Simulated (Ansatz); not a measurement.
# AlNi3 (Pm-3m) in Ansatz: reference runs

How does AlNi3 come out in PBE? The cell is run as given and disturbed.

All numbers are computed with Ansatz 0.2.0; they aren't measurements. Logs are shortened: lines on timing, memory, paths and dates and some standing lists are left out, and cuts for length are marked.

## 1. The crystal as given

Symmetry: Pm-3m, No. 221, cubic system. The conventional cell has a = 3.523 Å, b = 3.523 Å, c = 3.523 Å, α = 90.00°, β = 90.00°, γ = 90.00°. Ni (site symmetry 4/mmm) has 8 Ni at 2.49 Å and 4 Al at 2.49 Å as nearest neighbours. Around Al (site symmetry m-3m) lie 12 Ni at 2.49 Å.

The cell is a database's computed one.

## 2. Single point, PBE, collinear spin, ferromagnetic start

File input.yaml:

```yaml
crystal:
  lattice:
    - [3.5230547267, 0.0, 0.0]
    - [0.0, 3.5230547267, 0.0]
    - [0.0, 0.0, 3.5230547267]
  atoms:
    - { symbol: Ni, position: [0.5, 0.5, 0.0], spin: 1.0 }
    - { symbol: Ni, position: [0.5, 0.0, 0.5], spin: 1.0 }
    - { symbol: Ni, position: [0.0, 0.5, 0.5], spin: 1.0 }
    - { symbol: Al, position: [0.0, 0.0, 0.0] }
hamiltonian:
  xc: pbe
  pseudopotentials: { kind: paw }
magnetization:
  spin_polarized: true
kpoints:
  mp_grid: { grid: [8, 8, 8] }
scf:
  occupations: { method: fermi_dirac, width: 0.05 }
output:
  forces: true
  stress: true
  eigenvalues: true
```

Potentials or basis: Ansatz PAW.

Launch:

```console
> ansatz run input.yaml --threads 2 --pin off --max-ram 5120MiB --backend cpu --events-out ev --progress --plain --runs-dir out
```

Output:

```text
Warning: RAYON_NUM_THREADS=2 ignored (pool sized by the plan → 2); use --threads N
Engine: ansatz 0.2.0, x86_64-unknown-linux-gnu
Pseudopotentials: kind: paw
Pseudopotential: Ni, paw, valence charge 18, recommended cutoff 420 eV (normal), Ni.paw.azcp
Pseudopotential: Al, paw, valence charge 3, recommended cutoff 420 eV (normal), Al.paw.azcp
Functional definition: PBE
  parameter kappa = 0.804
  parameter beta = 0.06672455060314922
  exchange = pbe_x(kappa = kappa, mu = beta*pi^2/3)
  correlation = pbe_c(beta = beta)
Crystal: 4 atoms, lattice volume = 43.728 Å³
Basis set: ecut = 420 eV, 847 PW (Γ), exchange–correlation on 48×48×48 points (8 copies of the dense FFT grid, shifted against one another)
Bands: 36, of which v1, the nominal top of the filled ones, is band 29 counted from 1 (28 counted from 0)
Symmetry: 48 space group operations
Space group: Pm-3m (ITA 221), of the structure as read, at distance tolerance 3.5e-5 Å
Magnetic group: BNS 221.92 (UNI 1594), of the structure as read, at distance tolerance 3.5e-5 Å
k-points: 35 of 512
Non-local potential: Ni, projectors of the file, l = 0: 3, l = 1: 2, l = 2: 3, l = 3: 1
Non-local potential: Al, projectors of the file, l = 0: 2, l = 1: 2, l = 2: 1
PAW form: soft (Blöchl's): semilocal exchange-correlation on the pseudo side does not see the compensation charge
PAW one-centre angular grid: Ni, 590 points (default); XC on 64 Gauss nodes
PAW one-centre angular grid: Al, 110 points (default); XC on 64 Gauss nodes
Initial density: superposition of atomic densities (chi_scale 0.1, normalization cell)
Starting moments: Σ|m| = 3 μB on 3 of 4 sites
Initial wavefunctions: pseudopotential atomic-orbital guess
Functional: x = pbe(κ = 0.804, μ = 0.2195149727645171), c = pbe(β = 0.06672455060314922)
SCF iter   1: F=—  HF=-18055.689927 eV  |F-HF|=—  |Δ(HF+E_count)|=         —  Δρ=1.11e-1 (↑1.11e-1 ↓4.34e-2)  dr2=2.19e0  dr2_m=1.95e0  M=1.007 μB ∫|m|=1.266 μB  β_m=0.30  ethr=3.10e-3  ⟨swp⟩=5.8  Hψ=8969  notcnv=0  defer=11
Mixer restart at iter 1: flushing history
preconditioner: auto → Kerker (q_TF=auto, 2.852 Å⁻¹)  [metal: Δε(μ)=0.014 eV  Ē_g=7.990 eV  σ=0.050 eV  W_gap=0.07  n_scr=18 (ndim 8)  ℏωp=32.3 eV  f_vac=0.000  D(μ)=3.07/eV (n_scr^D=26)]
spin=Collinear: Kerker preconditioning applied to the charge; magnetization (m = ρ↑ − ρ↓) channel mixes plain (no charge-response kernel on spin).
SCF iter   2: F=—  HF=-18055.106032 eV  |F-HF|=—  |Δ(HF+E_count)|=   5.84e-1  Δρ=6.53e-2 (↑3.98e-2 ↓6.53e-2)  dr2=3.74e-1  dr2_m=1.02e0  M=0.992 μB ∫|m|=1.212 μB  β_m=0.40  ethr=3.10e-3  ⟨swp⟩=2.1  Hψ=4257  notcnv=0  defer=106
SCF iter   3: F=—  HF=-18056.682076 eV  |F-HF|=—  |Δ(HF+E_count)|=    1.58e0  Δρ=4.89e-2 (↑2.31e-2 ↓4.89e-2)  dr2=4.05e-1  dr2_m=4.80e-1  M=0.906 μB ∫|m|=1.134 μB  β_m=0.62  ethr=6.56e-4  ⟨swp⟩=2.1  Hψ=3880  notcnv=0  defer=106
SCF iter   4: F=—  HF=-18058.407623 eV  |F-HF|=—  |Δ(HF+E_count)|=    1.73e0  Δρ=3.02e-2 (↑1.15e-2 ↓3.02e-2)  dr2=6.56e-1  dr2_m=3.96e-2  M=0.697 μB ∫|m|=0.896 μB  β_m=0.78  ethr=6.56e-4  ⟨swp⟩=3.2  Hψ=4592  notcnv=0  defer=111
SCF iter   5: F=—  HF=-18058.314516 eV  |F-HF|=—  |Δ(HF+E_count)|=   9.31e-2  Δρ=1.65e-2 (↑8.12e-3 ↓1.65e-2)  dr2=1.27e-1  dr2_m=8.46e-3  M=0.642 μB ∫|m|=0.806 μB  β_m=0.89  ethr=6.56e-4  ⟨swp⟩=3.0  Hψ=4563  notcnv=0  defer=114
SCF iter   6: F=—  HF=-18058.364659 eV  |F-HF|=—  |Δ(HF+E_count)|=   5.01e-2  Δρ=1.45e-3 (↑1.27e-3 ↓1.45e-3)  dr2=3.70e-3  dr2_m=2.95e-5  M=0.687 μB ∫|m|=0.861 μB  β_m=0.95  ethr=2.23e-4  ⟨swp⟩=2.2  Hψ=4212  notcnv=0  defer=120
SCF iter   7: F=—  HF=-18058.365671 eV  |F-HF|=—  |Δ(HF+E_count)|=   1.01e-3  Δρ=1.03e-3 (↑7.55e-4 ↓1.03e-3)  dr2=7.66e-4  dr2_m=1.08e-5  M=0.699 μB ∫|m|=0.873 μB  β_m=0.96  ethr=6.50e-6  ⟨swp⟩=2.6  Hψ=3738  notcnv=0  defer=120
SCF iter   8: F=—  HF=-18058.365746 eV  |F-HF|=—  |Δ(HF+E_count)|=   7.46e-5  Δρ=4.93e-4 (↑2.69e-4 ↓4.93e-4)  dr2=1.60e-4  dr2_m=5.55e-6  M=0.702 μB ∫|m|=0.876 μB  β_m=0.98  ethr=1.34e-6  ⟨swp⟩=2.0  Hψ=3575  notcnv=0  defer=120
SCF iter   9: F=—  HF=-18058.365749 eV  |F-HF|=—  |Δ(HF+E_count)|=   2.88e-6  Δρ=6.99e-5 (↑1.78e-5 ↓6.99e-5)  dr2=1.84e-6  dr2_m=3.43e-7  M=0.703 μB ∫|m|=0.877 μB  β_m=0.99  ethr=2.81e-7  ⟨swp⟩=2.0  Hψ=3306  notcnv=0  defer=120
SCF iter  10: F=—  HF=-18058.365766 eV  |F-HF|=—  |Δ(HF+E_count)|=   1.68e-5  Δρ=3.17e-5 (↑2.35e-5 ↓3.17e-5)  dr2=9.42e-7  dr2_m=7.73e-9  M=0.703 μB ∫|m|=0.877 μB  β_m=0.99  ethr=3.23e-9  ⟨swp⟩=2.0  Hψ=4338  notcnv=0  defer=120
SCF iter  11: F=—  HF=-18058.365766 eV  |F-HF|=—  |Δ(HF+E_count)|=   5.37e-8  Δρ=1.89e-5 (↑1.38e-5 ↓1.89e-5)  dr2=3.22e-7  dr2_m=2.81e-9  M=0.703 μB ∫|m|=0.877 μB  β_m=1.00  ethr=1.65e-9  ⟨swp⟩=1.0  Hψ=2520  notcnv=0  defer=120
SCF iter  12: F=—  HF=-18058.365766 eV  |F-HF|=—  |Δ(HF+E_count)|=   3.52e-8  Δρ=3.89e-6 (↑1.81e-6 ↓3.89e-6)  dr2=9.26e-9  dr2_m=4.74e-10  M=0.703 μB ∫|m|=0.877 μB  β_m=0.94  ethr=5.64e-10  ⟨swp⟩=2.0  Hψ=3380  notcnv=0  defer=120
SCF iter  13: F=-18058.365766 eV  HF=-18058.365766 eV  |F-HF|=1.09e-9  |Δ(HF+E_count)|=   1.09e-9  Δρ=1.31e-6 (↑7.72e-7 ↓1.31e-6)  dr2=1.33e-9  dr2_m=3.20e-11  M=0.703 μB ∫|m|=0.877 μB  ethr=1.62e-11  ⟨swp⟩=7.2  Hψ=9940  notcnv=0
SCF 1 converged in 13 iterations: F = -18058.365766 eV  dr2 = 1.33e-9
SCF converged after 13 iterations
Magnetization: 0.7028 μB (28.8514 up, 28.1486 down)
Absolute magnetization: 0.8779 μB (∫|ρ↑−ρ↓|, with the PAW one-centre terms)
Spin contamination: 0.0135 ħ² per cell (⟨S²⟩ above its minimum at these occupations)
Per-site moments (μB) at R_I (Å): [(0.2600621766469195, 1.0276100536931165), (0.2600621766469201, 1.0276100536931165), (0.2600621766469196, 1.0276100536931165), (-0.01572479254115462, 1.0276100536931165)]
Free energy (F): -18058.365766 eV
Harris-Foulkes:  -18058.365766 eV  (|F-HF|=1.09e-9)
Internal energy: -18058.336941 eV  (E = F + TS)
E sigma→0 (E₀):  -18058.351354 eV
Entropy (-TS):   -0.028824 eV (-7.206 meV/atom)
Fermi energy:    16.472242 eV
--- Per-component energies (eV) ---
  E_band       = -901.118936
  E_kinetic    = 879.199133
  E_local      = -11867.703050  (includes V_loc(G=0)·N_el)
  E_nonlocal   = 1916.855913
  E_hartree    = 5057.574053
  E_xc         = -297.753415
  E_vxc        = -361.819838  (∫ρ·V_xc dr)
  E_paw        = -5358.331743  (= ΣΔE_a)
  E_vpaw       = -1582.806103  (= ΣTr[D̂ρ^β])
  E_aug_tail   = 0.001709  (compensation charges beyond the density's cutoff)
  E_ewald      = -8388.179542
  E_smearing   = -0.028824  (= −TS)
  E_closure    = 0.000000  (closes the sum)
  Σ components = -18058.365766   (vs F -18058.365766, Δ=0.00e0)
--- Forces (eV/Å), atoms counted from 1 ---
  atom   1  Ni     0.00000000    -0.00000000    -0.00000000
  atom   2  Ni     0.00000000    -0.00000000     0.00000000
  atom   3  Ni     0.00000000    -0.00000000     0.00000000
  atom   4  Al    -0.00000000     0.00000000     0.00000000
  max |Σ_I F_I| component: 2.08e-28 eV/Å
--- Stress (GPa, compression-positive) ---
        7.347852       0.000000       0.000000
        0.000000       7.347852       0.000000
        0.000000       0.000000       7.347852
  P = ⅓ Tr σ = 7.3479 GPa (73.479 kbar)
--- Band table (eV; the first three rows and the last of 70) ---
  k-point 0 ↑: bands = ["-86.7106", "-86.6773", "-86.6773", "-47.1630", "-47.1630", "-47.1630", "-47.0812", "-47.0812", "-47.0812", "-47.0130", "-47.0130", "-47.0130", "6.2461", "11.9483", "12.6479", "12.6479", "13.0182", "13.0182", "13.0182", "15.0408", "15.0408", "15.0408", "15.8994", "15.8994", "16.2177", "16.4102", "16.4102", "16.4102", "17.2990", "17.2990", "17.2990", "23.1581", "23.1581", "24.0276", "28.9124", "28.9124"]
  k-point 1 ↑: bands = ["-86.7094", "-86.6784", "-86.6773", "-47.1598", "-47.1598", "-47.1578", "-47.0821", "-47.0821", "-47.0814", "-47.0187", "-47.0153", "-47.0153", "6.4413", "12.0018", "12.5332", "12.7720", "13.0516", "13.0516", "13.0643", "14.9309", "14.9309", "14.9902", "15.7773", "15.9013", "16.0166", "16.0166", "16.1451", "16.4104", "16.6017", "17.9439", "17.9439", "23.1388", "23.5982", "24.7823", "27.9372", "27.9372"]
  k-point 2 ↑: bands = ["-86.7063", "-86.6815", "-86.6772", "-47.1513", "-47.1513", "-47.1430", "-47.0848", "-47.0848", "-47.0820", "-47.0348", "-47.0212", "-47.0212", "7.0163", "11.7234", "12.4461", "13.1111", "13.1424", "13.1424", "13.1870", "14.6665", "14.6665", "14.8562", "15.2650", "15.5821", "15.5821", "15.7858", "15.8571", "15.9805", "16.4108", "19.1006", "19.1006", "23.0844", "23.8701", "25.8944", "25.8944", "26.5691"]
  k-point 34 ↓: bands = ["-86.3596", "-86.3596", "-86.3596", "-46.8628", "-46.8628", "-46.8628", "-46.8301", "-46.7350", "-46.7350", "-46.7350", "-46.6407", "-46.6407", "10.6984", "12.5405", "12.5405", "12.5405", "14.2933", "14.2933", "14.2933", "14.6004", "14.6004", "14.6004", "15.2716", "15.2716", "15.2716", "15.5549", "15.5549", "16.1541", "16.5999", "16.5999", "16.5999", "20.1551", "20.8091", "20.8091", "20.8091", "34.7359"]
```

Wall time 7.7 s (2 threads of Intel Xeon at 2.70GHz, shared host); peak memory 0.45 GiB.

What came out:

| Property | Result |
| --- | --- |
| Free energy | -18058.3658 eV |
| Pressure | 7.3 GPa |
| Band gap on the k mesh | none (metal or under the smearing width) |
| Net moment | 0.70 μB per cell |
| Absolute moment | 0.88 μB per cell |
| Site moments | Ni +0.26; Al -0.02 μB |

## 3. Single point, PBE, collinear spin, ferromagnetic start (atoms moved at random, drawn with an rms of 0.05 Å)

File input.yaml:

```yaml
crystal:
  lattice:
    - [3.5230547267, 0.0, 0.0]
    - [0.0, 3.5230547267, 0.0]
    - [0.0, 0.0, 3.5230547267]
  atoms:
    - { symbol: Ni, position: [0.502685, 0.49641, 0.013577], spin: 1.0 }
    - { symbol: Ni, position: [0.50059, 0.006245, 0.497951], spin: 1.0 }
    - { symbol: Ni, position: [-0.016206, 0.497542, 0.504535], spin: 1.0 }
    - { symbol: Al, position: [-0.000142, -0.000657, -0.001982] }
hamiltonian:
  xc: pbe
  pseudopotentials: { kind: paw }
magnetization:
  spin_polarized: true
kpoints:
  mp_grid: { grid: [8, 8, 8] }
scf:
  occupations: { method: fermi_dirac, width: 0.05 }
output:
  forces: true
  stress: true
  eigenvalues: true
```

Potentials or basis: Ansatz PAW.

Launch:

```console
> ansatz run input.yaml --threads 2 --pin off --max-ram 5120MiB --backend cpu --events-out ev --progress --plain --runs-dir out
```

Output:

```text
Warning: RAYON_NUM_THREADS=2 ignored (pool sized by the plan → 2); use --threads N
[... 9 set-up lines as earlier in the session ...]
Crystal: 4 atoms, lattice volume = 43.728 Å³
Basis set: ecut = 420 eV, 847 PW (Γ), exchange–correlation on 48×48×48 points (8 copies of the dense FFT grid, shifted against one another)
Bands: 36, of which v1, the nominal top of the filled ones, is band 29 counted from 1 (28 counted from 0)
Symmetry: 1 space group operations
Space group: P1 (ITA 1), of the structure as read, at distance tolerance 3.5e-5 Å
Magnetic group: BNS 1.1 (UNI 1), of the structure as read, at distance tolerance 3.5e-5 Å
k-points: 260 of 512 (time reversal used)
[... 1 set-up line as earlier in the session ...]
[... 48 lines left out ...]
  E_vpaw       = -1582.815485  (= ΣTr[D̂ρ^β])
  E_aug_tail   = 0.001642  (compensation charges beyond the density's cutoff)
  E_ewald      = -8382.114234
  E_smearing   = -0.029061  (= −TS)
  E_closure    = 0.000000  (closes the sum)
  Σ components = -18058.328958   (vs F -18058.328958, Δ=0.00e0)
--- Forces (eV/Å), atoms counted from 1 ---
  atom   1  Ni    -0.39203704     0.22953641    -0.42943065
  atom   2  Ni    -0.31918774    -0.33205425     0.28883294
  atom   3  Ni     0.62714462     0.19034299     0.06298477
  atom   4  Al     0.08407641    -0.08782426     0.07761095
  max |Σ_I F_I| component: 3.75e-6 eV/Å
--- Stress (GPa, compression-positive) ---
        7.704913       0.184407       0.233442
        0.184407       7.853978      -0.205696
        0.233442      -0.205696       7.848874
  P = ⅓ Tr σ = 7.8026 GPa (78.026 kbar)
--- Band table (eV; the first three rows and the last of 520) ---
  k-point 0 ↑: bands = ["-86.7108", "-86.6766", "-86.6761", "-47.1686", "-47.1633", "-47.1619", "-47.0809", "-47.0803", "-47.0791", "-47.0124", "-47.0120", "-47.0114", "6.2473", "11.9410", "12.6467", "12.6475", "13.0068", "13.0173", "13.0192", "15.0337", "15.0449", "15.0455", "15.8726", "15.8807", "16.2177", "16.4036", "16.4059", "16.4124", "17.3052", "17.3229", "17.3359", "23.1415", "23.1482", "24.0163", "28.9241", "28.9353"]
  k-point 1 ↑: bands = ["-86.7096", "-86.6778", "-86.6761", "-47.1649", "-47.1596", "-47.1580", "-47.0835", "-47.0814", "-47.0774", "-47.0190", "-47.0142", "-47.0127", "6.4424", "11.9947", "12.5326", "12.7699", "13.0400", "13.0525", "13.0635", "14.9174", "14.9317", "15.0037", "15.7331", "15.8627", "16.0263", "16.0508", "16.1489", "16.4082", "16.6281", "17.9484", "17.9620", "23.1269", "23.5878", "24.7700", "27.9410", "27.9517"]
  k-point 2 ↑: bands = ["-86.7064", "-86.6809", "-86.6760", "-47.1561", "-47.1509", "-47.1446", "-47.0882", "-47.0840", "-47.0760", "-47.0351", "-47.0198", "-47.0178", "7.0175", "11.7217", "12.4409", "13.0928", "13.1302", "13.1598", "13.1832", "14.6552", "14.6633", "14.8654", "15.2337", "15.5666", "15.5827", "15.8145", "15.8828", "15.9802", "16.4093", "19.1022", "19.1101", "23.0763", "23.8590", "25.8977", "25.9080", "26.5578"]
  k-point 259 ↓: bands = ["-86.3611", "-86.3601", "-86.3598", "-46.8652", "-46.8646", "-46.8641", "-46.8346", "-46.7345", "-46.7340", "-46.7338", "-46.6423", "-46.6410", "10.6962", "12.5299", "12.5394", "12.5431", "14.2760", "14.2812", "14.2930", "14.5980", "14.5984", "14.6111", "15.2511", "15.2759", "15.2784", "15.5642", "15.5697", "16.1547", "16.5988", "16.6033", "16.6097", "20.1461", "20.7969", "20.7975", "20.8008", "34.7251"]
```

Run time: 88 s. Hardware: 2 threads of Intel Xeon at 2.70GHz, shared host; peak memory 0.96 GiB.

What came out:

| Quantity | Value |
| --- | --- |
| Free energy | -18058.3290 eV |
| Pressure | 7.8 GPa |
| Largest force | 0.658 eV/Å |
| Band gap on the k mesh | none (metal or under the smearing width) |
| Net moment | 0.70 μB per cell |
| Absolute moment | 0.87 μB per cell |
| Site moments | Ni +0.26; Al -0.02 μB |

Forces in eV/Å, atoms in the order of the input:
```
Ni  -0.392  0.230 -0.429
Ni  -0.319 -0.332  0.289
Ni   0.627  0.190  0.063
Al   0.084 -0.088  0.078
```
